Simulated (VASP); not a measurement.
Set up this calculation in VASP 6.6.1, as the native input.

```yaml
Task: single point
Functional: LDA
Potentials_or_basis: VASP PAW LDA potentials, release 64 (K_sv, Br)
Cutoff: 520 eV
k_mesh: 6 × 6 × 6
Occupations: gaussian, width 0.05 eV
Spin: no spin polarisation
Dipole_correction: no
Further_INCAR_settings: ALGO = Fast; EDIFF = 1e-06; NBANDS = 15
```

The structure of KBr lies in POSCAR:

```
KBr
1.0
    4.0434990000      0.0000000000      0.0000000000
    0.0000000000      4.0434990000      0.0000000000
    0.0000000000      0.0000000000      4.0434990000
K Br
1 1
Direct
    0.0000000000      0.0000000000      0.0000000000
    0.5000000000      0.5154569100      0.5000000000
```

Measurements of this composition are mostly on another form, of space group No. 225.

The cell isn't the ideal one: all Br atoms moved +0.062 Å, as atom 2 along Cartesian [0 1 0].

One way to write it, as run:

INCAR

```
PREC = Accurate
ENCUT = 520
EDIFF = 1E-6
ISMEAR = 0
SIGMA = 0.05
LREAL = False
LASPH = True
NELM = 100
ALGO = Fast
ISIF = 2
LWAVE = False
LCHARG = False
NBANDS = 15
```

KPOINTS

```
Automatic mesh
0
Gamma
  6 6 6
```

Potentials or basis: VASP PAW LDA potentials, release 64 (K_sv, Br).

Command:

```sh
$ cat potpaw_LDA.64/K_sv/POTCAR potpaw_LDA.64/Br/POTCAR > POTCAR
$ mpirun -np 1 vasp_std > vasp.out
```

Results of the run:

* Pressure: -2.6 GPa
* Largest force: 0.018 eV/Å
* Band gap on the k mesh: 3.48 eV, indirect (least direct gap 3.75 eV)

Run time: 16 s on 1 thread of Intel(R) Xeon(R) 6975P-C (Granite Rapids), with other jobs on the host, peak memory 0.17 GiB.
